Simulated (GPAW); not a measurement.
TiB2:

```
Ti B
1.0
     3.02920    0.00000    0.00000
    -1.51460    2.62336    0.00000
     0.00000    0.00000    3.22840
Ti B
1 2
Cartesian
  0.0000 0.0000 0.0000
  1.5146 0.8745 1.6142
  0.0000 1.7489 1.6142
```

* Program: GPAW 26.7.0
* Task: relaxation of cell and atoms
* Functional: PBEsol
* Dispersion: D3(BJ)
* Potentials or basis: PAW data sets generated in the run's folder for this functional
* Cutoff: 800 eV
* Basis: pw
* k mesh: 7 × 7 × 6
* Occupations: fermi-dirac, width 0.05 eV
* Spin: no spin polarisation

At the start: pressure -11.7 GPa; volume 8.55 Å³/atom.

Q: How do energy, volume and symmetry change on relaxing?

A: Over 7 steps the energy falls by 14.5 meV/atom and the volume is 8.16 Å³/atom (-4.6 %); space group P6/mmm (No. 191, to 0.05 Å).

The path:
| step | energy change (eV) | largest force (eV/Å) | pressure (GPa) | volume (Å³) |
| --- | --- | --- | --- | --- |
| 1 | 0.0000 | 0.0000 | -11.66 | 25.66 |
| 2 | -0.0146 | 0.0000 | -9.55 | 25.43 |
| 3 | -0.0416 | 0.0000 | 0.73 | 24.44 |
| 4 | -0.0421 | 0.0000 | 0.26 | 24.48 |
| 5 | -0.0433 | 0.0000 | -0.49 | 24.53 |
| 6 | -0.0436 | 0.0000 | -0.37 | 24.51 |
| 7 | -0.0435 | 0.0000 | -0.08 | 24.48 |

Final structure:
```
CELL_PARAMETERS angstrom
2.99636 0.00000 0.00000
-1.49818 2.59492 0.00000
0.00000 0.00000 3.14906
ATOMIC_POSITIONS crystal
Ti 0.00000 0.00000 0.00000
B 0.66667 0.33333 0.50000
B 0.33333 0.66667 0.50000
```

Caveat: later steps reuse the first step's grids; pairwise dispersion overbinds metals, which lowers pressure and volume.
